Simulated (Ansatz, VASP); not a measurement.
# Cross-check of Pb (dimer Pb chain) between VASP and Ansatz

One calculation is typed for both programs; each brings its own data sets. How far apart do they land? The structure shown is the start of the Ansatz relaxation below; VASP solves that cell, so the two are compared at the walk's first step.

Program: Ansatz 0.2.0. Level of theory: plane waves, with VASP 6.6.1 beside it; single point at PBE and single point at LDA. Results are calculated unless marked as measured.

### 1. Starting point

The cell holds 2 atoms: 2 Pb. Cell: a = 7.500 Å, b = 7.500 Å, c = 5.548 Å, α = 90.0°, β = 90.0°, γ = 90.0°. Vacuum lies along a and b. The structure's axis is c.

### 2. Ansatz: relaxation, PBE

Ansatz runs on its default PAW (the set named soft_2) files.

The two programs are compared at the cell with which this relaxation starts, whose forces are those of its first step.

input.yaml

```yaml
crystal:
  lattice:
    - [7.5, 0.0, 0.0]
    - [0.0, 7.5, 0.0]
    - [0.0, 0.0, 5.548]
  atoms:
    - { symbol: Pb, position: [0.5, 0.5, 0.0] }
    - { symbol: Pb, position: [0.5, 0.5, 0.45] }
kpoints:
  mp_grid: { grid: [1, 1, 15] }
scf:
  occupations: { method: fermi_dirac, width: 0.05 }
hamiltonian:
  xc: pbe
relax:
  cell: { fix: [a, b, alpha, beta, gamma] }
  max_steps: 60
```

On the command line:

```sh
ansatz run input.yaml --threads 4 --pin off --max-ram 8192MiB --backend cpu --events-out ev --progress --plain --runs-dir out
```

Numbers of over 12 decimals in the logs are rounded to 6 here.

The program printed:

```text
Engine: ansatz 0.2.0, aarch64-unknown-linux-gnu
Pseudopotentials: kind: paw
Pseudopotential: Pb, paw, valence charge 14, recommended cutoff 420 eV (normal), Pb.paw.azcp
Functional definition: PBE
  parameter kappa = 0.804
  parameter beta = 0.066725
  exchange = pbe_x(kappa = kappa, mu = beta*pi^2/3)
  correlation = pbe_c(beta = beta)
Crystal: 2 atoms, lattice volume = 312.075 Å³
Basis set: ecut = 420 eV, 6139 PW (Γ), exchange–correlation on 108×108×80 points (8 copies of the dense FFT grid, shifted against one another)
Bands: 18, of which v1, the nominal top of the filled ones, is band 14 counted from 1 (13 counted from 0)
Symmetry: 16 space group operations
Space group: P4/mmm (ITA 123), of the structure as read, at distance tolerance 6.8e-5 Å
k-points: 8 of 15
Non-local potential: Pb, projectors of the file, l = 0: 2, l = 1: 2, l = 2: 2, l = 3: 2
PAW form: soft (Blöchl's): semilocal exchange-correlation on the pseudo side does not see the compensation charge
PAW one-centre angular grid: Pb, 590 points (default); XC on 64 Gauss nodes
Initial density: superposition of atomic densities (neutral atoms: chi_scale 0, normalization atom), corrected by the library's trained network
Initial wavefunctions: pseudopotential atomic-orbital guess
Functional: x = pbe(κ = 0.804, μ = 0.219515), c = pbe(β = 0.066725)
SCF iter   1: F=—  HF=-23809.578417 eV  |F-HF|=—  |Δ(HF+E_count)|=         —  Δρ=1.58e-3  dr2=1.09e-2  ethr=1.77e-3  ⟨swp⟩=7.2  Hψ=924  notcnv=0
preconditioner: auto → LDOS  [insulator: Δε(μ)=0.222 eV  Ē_g=15.586 eV  σ=0.050 eV  W_gap=0.70  n_scr=30 (ndim 8)  ℏωp=11.1 eV  f_vac=0.623  D(μ)=2.55/eV (n_scr^D=10)  ε∞_Penn≈1.5  β→1.0]
SCF iter   2: F=—  HF=-23809.578323 eV  |F-HF|=—  |Δ(HF+E_count)|=   9.34e-5  Δρ=7.67e-4  dr2=3.23e-3  ethr=3.90e-5  ⟨swp⟩=2.4  Hψ=361  notcnv=0
SCF iter   3: F=—  HF=-23809.577902 eV  |F-HF|=—  |Δ(HF+E_count)|=   4.22e-4  Δρ=3.98e-4  dr2=7.27e-4  ethr=1.15e-5  ⟨swp⟩=2.0  Hψ=288  notcnv=0
SCF iter   4: F=—  HF=-23809.577785 eV  |F-HF|=—  |Δ(HF+E_count)|=   1.17e-4  Δρ=1.02e-4  dr2=3.73e-5  ethr=2.60e-6  ⟨swp⟩=2.0  Hψ=282  notcnv=0
SCF iter   5: F=—  HF=-23809.577698 eV  |F-HF|=—  |Δ(HF+E_count)|=   8.67e-5  Δρ=3.72e-5  dr2=5.87e-6  ethr=1.33e-7  ⟨swp⟩=2.6  Hψ=255  notcnv=0
SCF iter   6: F=—  HF=-23809.577698 eV  |F-HF|=—  |Δ(HF+E_count)|=   1.32e-7  Δρ=6.91e-6  dr2=2.68e-7  ethr=2.10e-8  ⟨swp⟩=2.0  Hψ=256  notcnv=0
SCF iter   7: F=-23809.577698 eV  HF=-23809.577698 eV  |F-HF|=1.64e-9  |Δ(HF+E_count)|=   1.33e-7  Δρ=1.73e-6  dr2=2.09e-8  ethr=3.57e-10  ⟨swp⟩=5.5  Hψ=558  notcnv=0
SCF 1 converged in 7 iterations: F = -23809.577698 eV  dr2 = 2.09e-8
  greatest PAW one-centre occupation: 0.978 electrons in one spin orbital (limit 2), on the Pb atom at site 1 (counted from 0), in its partial waves of l = 2
relax step   1: F+E_penalty+E_count = -23809.57769796 eV  Δ(F+E_penalty+E_count) = +0.000e0 eV  max|allowed force component| = 4.169e0 eV/Å  Δτ_max = 0.0000 Å  P = +1.649 GPa  Ω = 312.075 Å³  fix = [a, b, alpha, beta, gamma]  reactions: a +0.277, b +0.277 GPa  (7 SCF iters, dr2 threshold 1.00e-7 eV, accepted)
[...]
relax step   2: F+E_penalty+E_count = -23810.04076784 eV  Δ(F+E_penalty+E_count) = -4.631e-1 eV  max|allowed force component| = 1.389e0 eV/Å  Δτ_max = 0.1977 Å  P = +0.788 GPa  Ω = 314.172 Å³  energy of the carried Pulay correction = -5.771e-5 eV  fix = [a, b, alpha, beta, gamma]  reactions: a +0.289, b +0.289 GPa  (7 SCF iters, dr2 threshold 2.00e-7 eV, accepted)
[...]
relax step   3: F+E_penalty+E_count = -23810.16599307 eV  Δ(F+E_penalty+E_count) = -1.252e-1 eV  max|allowed force component| = 3.046e-1 eV/Å  Δτ_max = 0.0406 Å  P = +0.285 GPa  Ω = 325.105 Å³  energy of the carried Pulay correction = -3.486e-4 eV  fix = [a, b, alpha, beta, gamma]  reactions: a +0.281, b +0.281 GPa  (6 SCF iters, dr2 threshold 2.00e-7 eV, accepted)
[...]
relax step   4: F+E_penalty+E_count = -23810.17452853 eV  Δ(F+E_penalty+E_count) = -8.535e-3 eV  max|allowed force component| = 2.204e-3 eV/Å  Δτ_max = 0.0182 Å  P = +0.199 GPa  Ω = 327.946 Å³  energy of the carried Pulay correction = -4.215e-4 eV  fix = [a, b, alpha, beta, gamma]  reactions: a +0.278, b +0.278 GPa  (6 SCF iters, dr2 threshold 2.00e-7 eV, accepted)
[...]
relax step   5: F+E_penalty+E_count = -23810.17492571 eV  Δ(F+E_penalty+E_count) = -3.972e-4 eV  max|allowed force component| = 2.215e-3 eV/Å  Δτ_max = 0.0000 Å  P = +0.199 GPa  Ω = 327.946 Å³  fix = [a, b, alpha, beta, gamma]  reactions: a +0.278, b +0.278 GPa  stress off target by 4.14e-2 GPa on what of the cell is left free  SCF on the basis re-selected at this cell (its energy is not comparable with the rows above)  (6 SCF iters)
basis re-selected at this cell: Δ(F+E_penalty+E_count) = -3.972e-4 eV, ΔP = -0.000 GPa vs the last step (what re-selecting the basis moved, of the pressure what is left beyond the Pulay correction that the steps carried, after the strain that the cell walked since its last selection, with what the two solves' SCF thresholds leave and, on support functions, any second-order correction that the steps lacked; it is no m [...]
SCF converged after 6 iterations
Free energy (F): -23810.174926 eV
Harris-Foulkes:  -23810.174926 eV  (|F-HF|=1.09e-11)
Internal energy: -23810.151155 eV  (E = F + TS)
E sigma→0 (E₀):  -23810.163040 eV
Entropy (-TS):   -0.023771 eV (-11.885 meV/atom)
Fermi energy:    -1.291001 eV
--- Per-component energies (eV) ---
  E_band       = -407.943218
  E_kinetic    = 576.922188
  E_local      = -5054.602055  (includes V_loc(G=0)·N_el)
  E_nonlocal   = 698.966677
  E_hartree    = 2151.302183
  E_xc         = -438.308067
  E_vxc        = -260.498026  (∫ρ·V_xc dr)
  E_paw        = -20812.154177  (= ΣΔE_a)
  E_vpaw       = -671.336455  (= ΣTr[D̂ρ^β])
  E_aug_tail   = 0.000097  (compensation charges beyond the density's cutoff)
  E_ewald      = -932.278002
  E_smearing   = -0.023771  (= −TS)
  E_closure    = 0.000000  (closes the sum)
  Σ components = -23810.174926   (vs F -23810.174926, Δ=0.00e0)
--- Forces (eV/Å), atoms counted from 1 ---
  atom   1  Pb    -0.00000000     0.00000000     0.00221526
  atom   2  Pb     0.00000000     0.00000000    -0.00221526
  max |Σ_I F_I| component: 0.00e0 eV/Å
--- Stress (GPa, compression-positive) ---
        0.277753       0.000000       0.000000
        0.000000       0.277753      -0.000000
        0.000000      -0.000000       0.041428
  P = ⅓ Tr σ = 0.1990 GPa (1.990 kbar)
--- Relaxed structure (4 steps of the walk, 4 accepted, 1 SCFs on fresh bases) ---
  F+E_penalty+E_count = -23810.17492571 eV   max|allowed force component| = 2.215e-3 eV/Å   (the final SCF, on the basis selected at the relaxed cell)
  cell:  # Å, volume = 327.9460 Å³
    - [7.5, 0.0, 0.0]
    - [0.0, 7.5, 0.0]
    - [0.0, 0.0, 5.830151]
  atoms:
    - { symbol: Pb, position: [0.5, 0.5, -0.025026] }
    - { symbol: Pb, position: [0.5, 0.5, 0.475026] }
```

In the SCF lines HF is the Harris–Foulkes energy and dr2 the Hartree energy of the density residual, in eV; the loop may stop once dr2 is under the threshold and the program's other checks hold. Hψ counts applications of the Hamiltonian.

### 3. VASP: single point, PBE, start cell, pair 1

The same cell, functional, mesh and smearing now go to VASP, with its own data sets.

Lines of VASP's logs that name or quote its potential files are left out, and so is its time.

INCAR

```
SYSTEM = Pb
PREC = Accurate
ENCUT = 400
EDIFF = 1E-06
NELM = 120
ISMEAR = -1
SIGMA = 0.05
LREAL = .FALSE.
ALGO = Normal
GGA = PE
NBANDS = 20
LORBIT = 11
LWAVE = .FALSE.
LCHARG = .FALSE.
ISIF = 2
LASPH = .TRUE.
GGA_COMPAT = .FALSE.
KPAR = 2
```

POSCAR

```
Pb
1.0
    7.5000000000      0.0000000000      0.0000000000
    0.0000000000      7.5000000000      0.0000000000
    0.0000000000      0.0000000000      5.5480000000
Pb
2
Direct
    0.5000000000      0.5000000000      0.0000000000
    0.5000000000      0.5000000000      0.4500000000
```

KPOINTS

```
Automatic mesh
0
Gamma
1 1 15
0 0 0
```

PAW data sets: Pb_d (PBE family, release 64).

On the command line:

```sh
mpirun -np 2 vasp_std
```

The program printed:

```text
[banner, memory and clock lines left out]
running    2 mpi-ranks, on    1 nodes
 distrk:  each k-point on    1 cores,    2 groups
 distr:  one band on    1 cores,    1 groups

 POSCAR found type information on POSCAR Pb
 POSCAR found :  1 types and       2 ions
 LDA part: xc-table for (Slater+PW92), standard interpolation
 POSCAR, INCAR and KPOINTS ok, starting setup
 FFT: planning ... GRIDC
 FFT: planning ... GRID_SOFT
 FFT: planning ... GRID
 WAVECAR not read
 entering main loop
       N       E                     dE             d eps       ncg     rms          rms(c)
DAV:   1     0.240164051432E+03    0.24016E+03   -0.10593E+04   376   0.887E+02
DAV:   2     0.164416022231E+02   -0.22372E+03   -0.22146E+03   344   0.321E+02
DAV:   3    -0.323185984834E+01   -0.19673E+02   -0.19418E+02   372   0.124E+02
DAV:   4    -0.398175560430E+01   -0.74990E+00   -0.74956E+00   328   0.347E+01
DAV:   5    -0.401608226227E+01   -0.34327E-01   -0.34326E-01   436   0.592E+00    0.152E+00
DAV:   6    -0.393312902482E+01    0.82953E-01   -0.66291E-02   404   0.189E+00    0.856E-01
DAV:   7    -0.388879004952E+01    0.44339E-01   -0.10547E-01   392   0.240E+00    0.167E-01
DAV:   8    -0.388738100684E+01    0.14090E-02   -0.12611E-02   392   0.781E-01    0.796E-02
DAV:   9    -0.388674420249E+01    0.63680E-03   -0.31115E-03   392   0.251E-01    0.578E-02
DAV:  10    -0.388713657313E+01   -0.39237E-03   -0.24445E-04   400   0.158E-01    0.189E-02
DAV:  11    -0.388745435426E+01   -0.31778E-03   -0.10775E-04   328   0.750E-02    0.124E-02
DAV:  12    -0.388761190704E+01   -0.15755E-03   -0.47928E-05   392   0.512E-02    0.858E-03
DAV:  13    -0.388762474837E+01   -0.12841E-04   -0.80305E-06   384   0.366E-02    0.321E-03
DAV:  14    -0.388763320942E+01   -0.84611E-05   -0.20632E-06   264   0.827E-03    0.876E-04
DAV:  15    -0.388763402453E+01   -0.81511E-06   -0.38483E-07   224   0.751E-03
   1 F= -.38876340E+01 E0= -.38770898E+01  d E =-.210884E-01
```

Parts of OUTCAR (step 3):

```text
ion  position               nearest neighbor table
   1  0.500  0.500  0.000-   2 2.50   2 3.05
   2  0.500  0.500  0.450-   1 2.50   1 3.05

  LATTYP: Found a simple tetragonal cell.
 ALAT       =     7.5000000000
 C/A-ratio  =     0.7397333333

 Subroutine GETGRP returns: Found 16 space group operations
 (whereof  8 operations were pure point group operations)

The static configuration has the point symmetry C_4v.
 The point group associated with its full space group is D_4h.

 Found      8 irreducible k-points:

   k-points           NKPTS =      8   k-points in BZ     NKDIM =      8   number of bands    NBANDS=     20

   dimension x,y,z NGX =    50 NGY =   50 NGZ =   36
   dimension x,y,z NGXF=   100 NGYF=  100 NGZF=   72

   ENCUT  =  400.0 eV  29.40 Ry    5.42 a.u.  12.23 12.23  9.05*2*pi/ulx,y,z

   NELECT =      28.0000    total number of electrons

 k-points in reciprocal lattice and weights: Automatic mesh
   0.00000000  0.00000000  0.00000000       0.067
   0.00000000  0.00000000  0.06666667       0.133
   0.00000000  0.00000000  0.13333333       0.133
   0.00000000  0.00000000  0.20000000       0.133
   0.00000000  0.00000000  0.26666667       0.133
   0.00000000  0.00000000  0.33333333       0.133
   0.00000000  0.00000000  0.40000000       0.133
   0.00000000  0.00000000  0.46666667       0.133

 average (electrostatic) potential at core
       1 -99.4493       2 -99.4493

 E-fermi :  -2.0563

 k-point     1 :       0.0000    0.0000    0.0000
  band No.  band energies     occupation
    ...
     11     -11.9237      2.00000
     12      -6.8972      2.00000
     13      -4.3340      2.00000
     14      -2.8396      2.00000
     15      -2.8396      2.00000
     16       0.7948      0.00000
     17       1.3806      0.00000
     18       1.3806      0.00000
     19       2.2874      0.00000
     20       3.8175      0.00000

 k-point     2 :       0.0000    0.0000    0.0667
  band No.  band energies     occupation
    ...
     11     -11.9074      2.00000
     12      -7.1174      2.00000
     13      -4.0491      2.00000
     14      -2.8133      2.00000
     15      -2.8133      2.00000
     16       0.8158      0.00000
     17       1.2747      0.00000
     18       1.2747      0.00000
     19       2.3083      0.00000
     20       3.8374      0.00000

 k-point     3 :       0.0000    0.0000    0.1333
  band No.  band energies     occupation
    ...
     11     -11.8586      2.00000
     12      -7.6001      2.00000
     13      -3.3730      2.00000
     14      -2.7352      2.00000
     15      -2.7352      2.00000
     16       0.8790      0.00000
     17       0.9979      0.00000
     18       0.9979      0.00000
     19       2.3712      0.00000
     20       3.8972      0.00000

  Total        0.5093671      0.5093671      8.4898002      0.0000000      0.0000000      0.0000000
  in kB        2.6150651      2.6150651     43.5862064      0.0000000      0.0000000      0.0000000
  external PRESSURE =      16.2721122 kB  Pullay stress =       0.0000000 kB

  energy-cutoff  :      400.00
  volume of cell :      312.07
      direct lattice vectors                 reciprocal lattice vectors
     7.500000000  0.000000000  0.000000000     0.133333333  0.000000000  0.000000000
     0.000000000  7.500000000  0.000000000     0.000000000  0.133333333  0.000000000
     0.000000000  0.000000000  5.548000000     0.000000000  0.000000000  0.180245133

 POSITION                                       TOTAL-FORCE (eV/Angst)
 -----------------------------------------------------------------------------------
      3.75000      3.75000      0.00000        -0.000000     -0.000000     -4.163331
      3.75000      3.75000      2.49660         0.000000      0.000000      4.163331
 -----------------------------------------------------------------------------------
    total drift:                                0.000000     -0.000000      0.000048

  FREE ENERGIE OF THE ION-ELECTRON SYSTEM (eV)
  ---------------------------------------------------
  free  energy   TOTEN  =        -3.8876340245 eV

  energy  without entropy=       -3.8665456009  energy(sigma->0) =       -3.87708981

 total charge
# of ion       s       p       d       tot
------------------------------------------
    1        1.373   0.892   9.805  12.070
    2        1.373   0.892   9.805  12.070
--------------------------------------------------
tot          2.747   1.783  19.610  24.140

[... 3 further parts left out ...]
```

### 4. Side by side

Known differences besides the potentials themselves: the cutoff is 420 eV in Ansatz and 400 eV in VASP. Total energies have different zeros and are not compared.

Forces (eV/Å; atoms numbered as in POSCAR):

```
atom        Ansatz x, y, z          VASP x, y, z
 Pb1  0.000, 0.000, -4.169  0.000, 0.000, -4.163
 Pb2   0.000, 0.000, 4.169   0.000, 0.000, 4.163
```

The forces differ by 3.1 meV/Å r.m.s., which is 0.1 % of the r.m.s. force of 2.404 eV/Å (both taken over all components).

### 5. Ansatz: relaxation, PBE

The two programs are compared at the cell with which this relaxation starts, whose forces are those of its first step.

The structure compared here is the start of the Ansatz relaxation; VASP solves that cell, so the two are compared at the walk's first step.

input.yaml, the sections that differ from step 2:

```yaml
crystal:
  lattice:
    - [7.5, 0.0, 0.0]
    - [0.0, 7.5, 0.0]
    - [0.0, 0.0, 5.548]
  atoms:
    - { symbol: Pb, position: [0.5, 0.5, 0.0], spin: 0.5 }
    - { symbol: Pb, position: [0.5, 0.5, 0.45], spin: 0.5 }
magnetization:
  spin_polarized: true
# kpoints, scf, hamiltonian, relax: as in step 2
```

On the command line:

```sh
ansatz run input.yaml --threads 4 --pin off --max-ram 8192MiB --backend cpu --events-out ev --progress --plain --runs-dir out
```

The program printed:

```text
[...]
Crystal: 2 atoms, lattice volume = 312.075 Å³
Basis set: ecut = 420 eV, 6139 PW (Γ), exchange–correlation on 108×108×80 points (8 copies of the dense FFT grid, shifted against one another)
Bands: 19, of which v1, the nominal top of the filled ones, is band 14 counted from 1 (13 counted from 0)
Symmetry: 16 space group operations
[...]
0.000000       0.277753       0.000000
        0.000000       0.000000       0.041552
  P = ⅓ Tr σ = 0.1990 GPa (1.990 kbar)
--- Relaxed structure (4 steps of the walk, 4 accepted, 1 SCFs on fresh bases) ---
[...]
cell:  # Å, volume = 327.9445 Å³
    - [7.5, 0.0, 0.0]
    - [0.0, 7.5, 0.0]
    - [0.0, 0.0, 5.830125]
  atoms:
    - { symbol: Pb, position: [0.5, 0.5, -0.025026] }
    - { symbol: Pb, position: [0.5, 0.5, 0.475026] }
[key lines of the parts left out:]
SCF converged after 6 iterations
Magnetization: -0.0000 μB (14.0000 up, 14.0000 down)
Free energy (F): -23810.174924 eV
Fermi energy:    -1.290995 eV
```

### 6. VASP: single point, PBE, start cell, pair 2

The same cell, functional, mesh and smearing now go to VASP, with its own data sets.

Changes to INCAR since step 3:

```diff
@@ -4,3 +4,3 @@
 EDIFF = 1E-06
-NELM = 120
+NELM = 200
 ISMEAR = -1
@@ -10,3 +10,5 @@
 GGA = PE
-NBANDS = 20
+NBANDS = 21
+ISPIN = 2
+MAGMOM = -0 -0
 LORBIT = 11
```

POSCAR is that of step 3.

KPOINTS is that of step 3.

On the command line:

```sh
mpirun -np 2 vasp_std
```

The program printed:

```text
[... set-up lines as in an earlier step ...]
 entering main loop
       N       E                     dE             d eps       ncg     rms          rms(c)
DAV:   1     0.245448362144E+03    0.24545E+03   -0.10453E+04   752   0.850E+02
DAV:   2     0.166813755887E+02   -0.22877E+03   -0.22560E+03   717   0.308E+02
DAV:   3    -0.321997768210E+01   -0.19901E+02   -0.19818E+02   777   0.121E+02
DAV:   4    -0.398143186873E+01   -0.76145E+00   -0.76112E+00   727   0.340E+01
[...]
DAV:  15    -0.388763203136E+01   -0.56891E-05   -0.11044E-06   574   0.763E-03    0.144E-03
DAV:  16    -0.388763405672E+01   -0.20254E-05   -0.59821E-07   490   0.958E-03    0.735E-04
DAV:  17    -0.388763410883E+01   -0.52113E-07   -0.72391E-08   594   0.211E-03
   1 F= -.38876341E+01 E0= -.38770899E+01  d E =-.210885E-01  mag=    -0.0000
```

OUTCAR, selected parts (step 6):

```text
  Total        0.5071176      0.5071176      8.4877750      0.0000000     -0.0000000      0.0000000
  in kB        2.6035160      2.6035160     43.5758093      0.0000000     -0.0000000      0.0000000
  external PRESSURE =      16.2609471 kB  Pullay stress =       0.0000000 kB

 POSITION                                       TOTAL-FORCE (eV/Angst)
 -----------------------------------------------------------------------------------
      3.75000      3.75000      0.00000         0.000000      0.000000     -4.163612
      3.75000      3.75000      2.49660         0.000000     -0.000000      4.163612
 -----------------------------------------------------------------------------------
    total drift:                               -0.000000     -0.000000      0.000048

  FREE ENERGIE OF THE ION-ELECTRON SYSTEM (eV)
  ---------------------------------------------------
  free  energy   TOTEN  =        -3.8876341088 eV

  energy  without entropy=       -3.8665456007  energy(sigma->0) =       -3.87708985

 magnetization (x)
# of ion       s       p       d       tot
------------------------------------------
    1       -0.000   0.000   0.000   0.000
    2       -0.000   0.000   0.000   0.000
--------------------------------------------------
tot         -0.000   0.000   0.000   0.000

[... 1 part as in an earlier step ...]

[... 2 further parts left out ...]
[key lines of the parts left out:]
E-fermi :  -2.0563
```

### 7. Differences

Forces (eV/Å; atoms numbered as in POSCAR):

```
atom        Ansatz x, y, z          VASP x, y, z
 Pb1  0.000, 0.000, -4.169  0.000, 0.000, -4.164
 Pb2   0.000, 0.000, 4.169   0.000, 0.000, 4.164
```

The forces differ by 3.0 meV/Å r.m.s., which is 0.1 % of the r.m.s. force of 2.404 eV/Å (both taken over all components). Moments aren't recorded for both runs of this pair, so they may hold unlike magnetic states.

[end of part 1 of 2]

[Lines on the potential files, build, host, timing and source positions are cut from VASP's logs without a mark.]

[Logs are printed without paths, hosts, clocks, repeated set-up lines and the standing remarks that a program may print on its own settings, such as how far it seeks lower states.]

[Hosts, paths, dates, database ids (printed as entryN), source tags and the programs' standing remarks are cut or masked in the printed files.]
